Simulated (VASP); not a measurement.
# AlN (P6_3mc) in VASP: relaxation of the atoms with PBE

Aim: the relaxation of the atoms of AlN with PBE.

All numbers are computed with VASP 6.6.1; they aren't measurements. Logs are shortened: lines on timing, memory, paths and dates and some standing lists are left out, and cuts for length are marked.

**Measured values to compare with.**

From “Self-assembly of well-separated AlN nanowires directly on sputtered metallic TiN films”, 2019, arxiv:1910.07391, for a bulk crystal of AlN at 10 K: band gap 6.034 eV (an exciton energy, a little under the gap).

The runs below are set against these values where they give the same quantity.

### 1 The structure

The structure is hexagonal, space group P6_3mc (No. 186). The conventional cell has a = 3.113 Å, b = 3.113 Å, c = 4.981 Å, α = 90.00°, β = 90.00°, γ = 120.00°. Around Al (site symmetry 3m) lie 4 N at 1.89 Å. Around N (site symmetry 3m) lie 4 Al at 1.89 Å.

### 2 Relaxation of the atoms, PBE

INCAR

```
SYSTEM = AlN
  PREC = Accurate
  ENCUT = 520
  EDIFF = 1E-7
  ISMEAR = 0
  SIGMA = 0.02
  LREAL = .False.
  LASPH = .True.
  NELM = 60
  ALGO = Fast
  ISIF = 2
  LWAVE = .False.
  LCHARG = .False.
  GGA = PE
  IBRION = 2
  NSW = 80
  EDIFFG = -0.002
  KPAR = 4
```

KPOINTS

```
Automatic mesh
0
Gamma
  12 12 6
  0 0 0
```

POSCAR

```
AlN
1.0
    3.1130000000      0.0000000000      0.0000000000
   -1.5565000000      2.6959370800      0.0000000000
    0.0000000000      0.0000000000      4.9810000000
Al N
2 2
Direct
    0.3333333300      0.6666666700      0.0000000000
    0.6666666700      0.3333333300      0.5000000000
    0.3333333300      0.6666666700      0.3800000000
    0.6666666700      0.3333333300      0.8800000000
```

Potentials or basis: VASP PAW PBE potentials, release 64 (Al, N).

The run is started by

```
cat potpaw_PBE.64/Al/POTCAR potpaw_PBE.64/N/POTCAR > POTCAR
mpirun -np 4 vasp_std > vasp.out
```

OUTCAR:

```text
SYSTEM = AlN
   PREC = Accurate
   ENCUT = 520
   EDIFF = 1E-7
   ISMEAR = 0
   LREAL = .False.
   LASPH = .True.
   NELM = 60
   ISIF = 2
   GGA = PE
   IBRION = 2
   NSW = 80
   EDIFFG = -0.002

 ion  position               nearest neighbor table
   1  0.333  0.667  0.000-   3 1.89   4 1.89   4 1.89   4 1.89   2 3.07   2 3.07   2 3.07   2 3.07
                             2 3.07   2 3.07
   2  0.667  0.333  0.500-   4 1.89   3 1.89   3 1.89   3 1.89   1 3.07   1 3.07   1 3.07   1 3.07
                             1 3.07   1 3.07
   3  0.333  0.667  0.380-   1 1.89   2 1.89   2 1.89   2 1.89
   4  0.667  0.333  0.880-   2 1.89   1 1.89   1 1.89   1 1.89

  LATTYP: Found a hexagonal cell.
 ALAT       =     3.1130000000
 C/A-ratio  =     1.6000642467

  Lattice vectors:

 A1 = (   3.1130000000,   0.0000000000,   0.0000000000)
 A2 = (  -1.5565000000,   2.6959370800,   0.0000000000)
 A3 = (   0.0000000000,   0.0000000000,   4.9810000000)

Analysis of symmetry for initial positions (statically):
=====================================================================
 Subroutine PRICEL returns:
 Original cell was already a primitive cell.

 Routine SETGRP: Setting up the symmetry group for a
 hexagonal supercell.

 Subroutine GETGRP returns: Found 12 space group operations
 (whereof  6 operations were pure point group operations)
 out of a pool of 24 trial point group operations.

The static configuration has the point symmetry C_3v.
 The point group associated with its full space group is C_6v.

Analysis of symmetry for dynamics (positions and initial velocities):
=====================================================================
 Subroutine PRICEL returns:
 Original cell was already a primitive cell.

 Routine SETGRP: Setting up the symmetry group for a
 hexagonal supercell.

 Subroutine GETGRP returns: Found 12 space group operations
 (whereof  6 operations were pure point group operations)
 out of a pool of 24 trial point group operations.

The dynamic configuration has the point symmetry C_3v.
 The point group associated with its full space group is C_6v.

 Subroutine INISYM returns: Found 12 space group operations
 (whereof  6 operations are pure point group operations),
 and found     1 'primitive' translations

----------------------------------------------------------------------------------------

                                     Primitive cell

  volume of cell :      41.8028

  direct lattice vectors                    reciprocal lattice vectors
     3.113000000  0.000000000  0.000000000     0.321233537  0.185464269  0.000000000
    -1.556500000  2.695937080  0.000000000     0.000000000  0.370928538  0.000000000
     0.000000000  0.000000000  4.981000000     0.000000000  0.000000000  0.200762899

  length of vectors
     3.113000000  3.112999998  4.981000000     0.370928538  0.370928538  0.200762899

  position of ions in fractional coordinates (direct lattice)
     0.333333330  0.666666670  0.000000000
     0.666666670  0.333333330  0.500000000
     0.333333330  0.666666670  0.380000000
     0.666666670  0.333333330  0.880000000

  ion indices of the primitive-cell ions
   primitive index   ion index
                 1           1
                 2           2
                 3           3
                 4           4

----------------------------------------------------------------------------------------

 KPOINTS: Automatic mesh

Automatic generation of k-mesh.
 Grid dimensions read from file:
 generate k-points for:   12   12    6

 Generating k-lattice:

  Cartesian coordinates                     Fractional coordinates (reciprocal lattice)
     0.026769461  0.015455356  0.000000000     0.083333333 -0.000000000  0.000000000
     0.000000000  0.030910712  0.000000000     0.000000000  0.083333333  0.000000000
     0.000000000  0.000000000  0.033460483     0.000000000  0.000000000  0.166666667

  Length of vectors
     0.030910711  0.030910712  0.033460483

  Shift w.r.t. Gamma in fractional coordinates (k-lattice)
     0.000000000  0.000000000  0.000000000

 Subroutine IBZKPT returns following result:
 ===========================================

 Found     76 irreducible k-points:

 Following reciprocal coordinates:
            Coordinates               Weight
  0.000000  0.000000  0.000000      1.000000
  0.083333  0.000000  0.000000      6.000000
  0.166667  0.000000  0.000000      6.000000
  0.250000  0.000000  0.000000      6.000000
  0.333333  0.000000  0.000000      6.000000
  0.416667  0.000000  0.000000      6.000000
[... 16 lines left out ...]
  0.250000  0.000000  0.166667     12.000000
  0.333333  0.000000  0.166667     12.000000
 [... further k-points ...]
   k-points           NKPTS =     76   k-points in BZ     NKDIM =     76   number of bands    NBANDS=     12
   number of dos      NEDOS =    301   number of ions     NIONS =      4
   total plane-waves  NPLWV =  23040
   dimension x,y,z NGX =    24 NGY =   24 NGZ =   40
   dimension x,y,z NGXF=    48 NGYF=   48 NGZF=   80
   ions per type =               2   2
   NGX,Y,Z   is equivalent  to a cutoff of  12.82, 12.82, 13.35 a.u.
   NGXF,Y,Z  is equivalent  to a cutoff of  25.63, 25.63, 26.70 a.u.
 SYSTEM =  AlN
   PREC   = accura    normal or accurate (medium, high low for compatibility)
   ISTART =      0    job   : 0-new  1-cont  2-samecut
   ICHARG =      2    charge: 1-file 2-atom 10-const
   ISPIN  =      1    spin polarized calculation?
   LNONCOLLINEAR =      F non collinear calculations
   LSORBIT =      F    spin-orbit coupling
   LASPH  =      T    aspherical Exc in radial PAW
   ENCUT  =  520.0 eV  38.22 Ry    6.18 a.u.   5.79  5.79  9.26*2*pi/ulx,y,z
   NELM   =     60;   NELMIN=  2; NELMDL= -5     # of ELM steps
   EDIFF  = 0.1E-06   stopping-criterion for ELM
   LREAL  =      F    real-space projection
   EDIFFG = -.2E-02   stopping-criterion for IOM
   NSW    =     80    number of steps for IOM
   IBRION =      2    ionic relax: 0-MD 1-quasi-New 2-CG
   NFREE  =      1    steps in history (QN), initial steepest desc. (CG)
   ISIF   =      2    stress and relaxation
   ISYM   =      2    0-nonsym 1-usesym 2-fastsym
   POTIM  = 0.5000    time-step for ionic-motion
   TEBEG  =    0.0;   TEEND  =   0.0 temperature during run
   PSTRESS=    0.0 pullay stress
   NELECT =      16.0000    total number of electrons
   NUPDOWN=      -1.0000    fix difference up-down
   EMIN   =  10.00;   EMAX   =-10.00  energy-range for DOS
   EFERMI =   0.00;   METHOD = LEGACY
   ISMEAR =     0;   SIGMA  =   0.02  broadening in eV -4-tet -1-fermi 0-gaus
   EFERMI_NEDOS =   21; number of points for ismear=-14 and -15
   IALGO  =     68    algorithm
   IMIX   =      4    mixing-type and parameters
     AMIX     =   0.40;   BMIX     =  1.00
     AMIX_MAG =   1.60;   BMIX_MAG =  1.00
  volume/ion in A,a.u.               =      10.45        70.52
  Fermi-wavevector in a.u.,A,eV,Ry     =   1.188629  2.246183 19.222843  1.412839
  Thomas-Fermi vector in A             =   2.324754
   LORBIT       =      0    0 simple, 1 ext, 2 COOP (PROOUT), +10 PAW based schemes
   GGA     = PE    functional components
   LHFCALC =     F    Hartree Fock is set to
   AEXX    =    0.0000 exact exchange contribution
   IVDW    =     0    specifies the selected vdW correction
   LEPSILON=     F    determine dielectric tensor
   LRPA    =     F    only Hartree local field effects (RPA)
 conjugate gradient relaxation of ions
 non-spin polarized calculation
 RMM-DIIS sequential band-by-band and
 Gauss-broadening in eV      SIGMA  =   0.02
  energy-cutoff  :      520.00
  volume of cell :       41.80
 maximum number of plane-waves:      1152
 NGX is ok and might be reduce to    24
   NGX = 11   NGY = 11   NGZ = 19

--------------------------------------- Ionic step        1  -------------------------------------------

 number of electron      15.9999997 magnetization

 Free energy of the ion-electron system (eV)
  ---------------------------------------------------
  ext. energy  EPLUGINS =         0.00000000
  ---------------------------------------------------
  free energy    TOTEN  =       -29.77128297 eV

  energy without entropy =      -29.77128297  energy(sigma->0) =      -29.77128297

------------------------ aborting loop because EDIFF is reached ----------------------------------------

  FORCE on cell =-STRESS in cart. coord.  units (eV):
  Direction    XX          YY          ZZ          XY          YZ          ZX
  --------------------------------------------------------------------------------------
  -------------------------------------------------------------------------------------
  Total        0.7596663      0.7596663      1.1924679      0.0000000      0.0000000      0.0000000
  in kB       29.1157514     29.1157514     45.7037544      0.0000000      0.0000000      0.0000000
  external PRESSURE =      34.6450857 kB  Pullay stress =       0.0000000 kB
[... 61 lines left out ...]
  energy  without entropy=      -29.7724754720  energy(sigma->0) =      -29.77247547

--------------------------------------- Ionic step        3  -------------------------------------------

 number of electron      15.9999997 magnetization

 Free energy of the ion-electron system (eV)
  ---------------------------------------------------
  ext. energy  EPLUGINS =         0.00000000
  ---------------------------------------------------
  free energy    TOTEN  =       -29.77255334 eV

  energy without entropy =      -29.77255334  energy(sigma->0) =      -29.77255334

 E-fermi :   6.2621     XC(G=0): -10.9069

 val. band max:        6.1537299999   @ k =   0.0000   0.0000   0.0000
 cond. band min:      10.3472328702   @ k =   0.0000   0.0000   0.0000
 fundamental gap:      4.1935028703
 Fermi energy:         6.2620827020

 k-point     1 :       0.0000    0.0000    0.0000
  band No.  band energies     occupation
      1      -9.0374      2.00000
      2      -6.8904      2.00000
      3       0.1600      2.00000
      4       5.2763      2.00000
      5       5.2763      2.00000
      6       5.9285      2.00000
      7       5.9285      2.00000
      8       6.1537      2.00000
      9      10.3472      0.00000
     10      12.7922      0.00000
     11      16.7603      0.00000
     12      17.2828      0.00000
[... 331 lines left out ...]
 k-point    24 :       0.3333    0.0000    0.1667
  band No.  band energies     occupation
      1      -7.7159      2.00000
      2      -6.4847      2.00000
      3       1.2387      2.00000
      4       2.2077      2.00000
      5       2.8128      2.00000
      6       4.3698      2.00000
      7       5.3595      2.00000
      8       5.4861      2.00000
      9      12.0019      0.00000
     10      12.8057      0.00000
     11      14.6331      0.00000
     12      16.3161      0.00000

 [... further k-points ...]

------------------------ aborting loop because EDIFF is reached ----------------------------------------

  FORCE on cell =-STRESS in cart. coord.  units (eV):
  Direction    XX          YY          ZZ          XY          YZ          ZX
  --------------------------------------------------------------------------------------
  -------------------------------------------------------------------------------------
  Total        0.8672445      0.8672445      0.9345040      0.0000000      0.0000000     -0.0000000
  in kB       33.2389057     33.2389056     35.8167610      0.0000000      0.0000000     -0.0000000
  external PRESSURE =      34.0981908 kB  Pullay stress =       0.0000000 kB
[... 19 lines left out ...]
  FREE ENERGIE OF THE ION-ELECTRON SYSTEM (eV)
  ---------------------------------------------------
  free  energy   TOTEN  =       -29.7725533377 eV

  energy  without entropy=      -29.7725533377  energy(sigma->0) =      -29.77255334

 reached required accuracy - stopping structural energy minimisation
```

Run time: 15 s. Hardware: 4 MPI ranks of Intel Xeon 6975P-C (Granite Rapids), shared host; peak memory 0.17 GiB.

What came out:

- Free energy: -29.7726 eV
- Energy gained by relaxing: 0.3 meV/atom
- Ionic steps: 3
- Pressure after relaxing: 3.4 GPa
- Band gap on the k mesh: 4.19 eV, direct

Step by step:
```csv
step,energy change (eV),largest force (eV/Å),pressure (GPa)
1,0.0000,0.1289,3.46
2,-0.0012,0.0313,3.40
3,-0.0013,0.0002,3.41
```

Final structure:
```yaml
crystal:
  lattice:
    - [3.11300, 0.00000, 0.00000]
    - [-1.55650, 2.69594, 0.00000]
    - [0.00000, 0.00000, 4.98100]
  atoms:
    - { symbol: Al, position: [0.33333, 0.66667, 0.99900] }
    - { symbol: Al, position: [0.66667, 0.33333, 0.49900] }
    - { symbol: N, position: [0.33333, 0.66667, 0.38100] }
    - { symbol: N, position: [0.66667, 0.33333, 0.88100] }
```

### 3 How close it comes

Step 2. Measured gap of AlN: 6.034 eV (an exciton energy, a little under the gap; 10 K; quoted in “Self-assembly of well-separated AlN nanowires directly on sputtered metallic TiN films”, 2019, arxiv:1910.07391). This calculation gives 4.19 eV (-1.84 eV). 2 values of this kind are on record (6.034 to 6.0343 eV); this one was drawn at random. The value is that of PBE on a finite k mesh, which can miss the band edges, without temperature or zero-point motion. Semilocal functionals fall short of measured gaps as a rule.
